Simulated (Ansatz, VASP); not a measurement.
**BN: VASP beside Ansatz**

```
CELL_PARAMETERS angstrom
2.50877 0.00000 0.00000
-1.25438 2.17266 0.00000
0.00000 0.00000 26.00584
ATOMIC_POSITIONS crystal
B 0.66667 0.33333 0.50000
N 0.33333 0.66667 0.50000
```

Alike in both runs: functional PBE; dispersion D3(BJ); k mesh 12 × 12 × 1; occupations gaussian, width 0.02 eV; no spin polarisation.

Ansatz relaxed the structure, and its values are those at the end. VASP's run is a single point on that final structure, the one shown.

```csv
,VASP,Ansatz
version,VASP 6.6.1,Ansatz 0.2.0
potentials or method,"VASP PAW PBE potentials, release 64 (B, N)","scalar-relativistic, plane waves, PAW"
plane-wave cutoff (eV),520,420
valence electrons in the cell,8,8
```

```csv
,VASP,Ansatz,Ansatz less VASP
gap on the k mesh at the Fermi level (eV),4.67,4.68,+0.003
least direct gap on the mesh (eV),4.67,4.68,+0.003
```

Ansatz warned: «xc_potential_rough_in_thin_density».

A hybrid or GW would open this gap; PBE tends to underestimate it.
